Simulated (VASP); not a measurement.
Set up this calculation in VASP 6.6.1, as an ASE script.

```yaml
Task: single point
Functional: PBE
Potentials_or_basis: VASP PAW PBE potentials, release 64 (Mn, S)
Cutoff: 500 eV
k_mesh: 9 × 9 × 9
Occupations: gaussian, width 0.05 eV
Spin: collinear spin, ferromagnetic start
Starting_moments: "[4.0, 0.0] μB"
Further_INCAR_settings: ALGO = Normal; EDIFF = 1.00e-07
```

The structure of MnS lies in MnS.xyz:

```xyz
2
Lattice="0.0000000000 2.6045000000 2.6045000000 2.6045000000 0.0000000000 2.6045000000 2.6045000000 2.6045000000 0.0000000000" Properties=species:S:1:pos:R:3 pbc="T T T"
Mn     0.0000000000      0.0000000000      0.0000000000
S      2.6045000000      2.6045000000      2.6045000000
```

These files were run (other wordings do the same):

run.py

```python
from ase.calculators.vasp import Vasp
from ase.dft.bandgap import bandgap
from ase.io import read

atoms = read('MnS.xyz')
atoms.set_initial_magnetic_moments([4.0, 0.0])
calc = Vasp(
    directory='calc',
    xc='pbe',
    pp='PBE',
    setups='minimal',
    prec='Accurate',
    encut=500,
    ediff=1e-07,
    ismear=0,
    sigma=0.05,
    lreal=False,
    lasph=True,
    nelm=100,
    algo='Normal',
    isif=2,
    lwave=False,
    lcharg=True,
    ispin=2,
    lorbit=11,
    lmaxmix=4,
    lelf=True,
    lvhar=True,
    kpts=[9, 9, 9],
    gamma=True,
)
atoms.calc = calc

print('energy (eV):', atoms.get_potential_energy())
print('free energy (eV):', atoms.get_potential_energy(force_consistent=True))
print('forces (eV/A):')
print(atoms.get_forces())
print('stress (eV/A^3, Voigt):', atoms.get_stress())
print('Fermi level (eV):', calc.get_fermi_level())
print('moment (muB):', atoms.get_magnetic_moment())
print('site moments (muB):', atoms.get_magnetic_moments())
gap, top, bottom = bandgap(calc)
print('band gap (eV):', gap, 'from (spin, k, band)', top, 'to', bottom)
```

Potentials or basis: VASP PAW PBE potentials, release 64 (Mn, S).

Run with:

```console
$ python run.py
```

Results of the run:

```yaml
Pressure: -3.0 GPa
Band_gap_on_the_k_mesh: none (metal or under the smearing width)
Net_moment: 4.72 μB per cell
Site_moments: Mn +4.25; S +0.11 μB
Valence_electrons_inside_the_program's_atomic_spheres: Mn 5.34; S 3.73
```

Caveat: a cell with one magnetic atom can't hold antiferromagnetic order, which such compounds often take; semilocal functionals often make such compounds metallic where correlation or magnetic order opens a gap, which also shifts bond lengths.

It took 35 s on 1 thread of Intel(R) Xeon(R) Platinum 8488C (Sapphire Rapids), with other jobs on the host, peak memory 0.18 GiB.
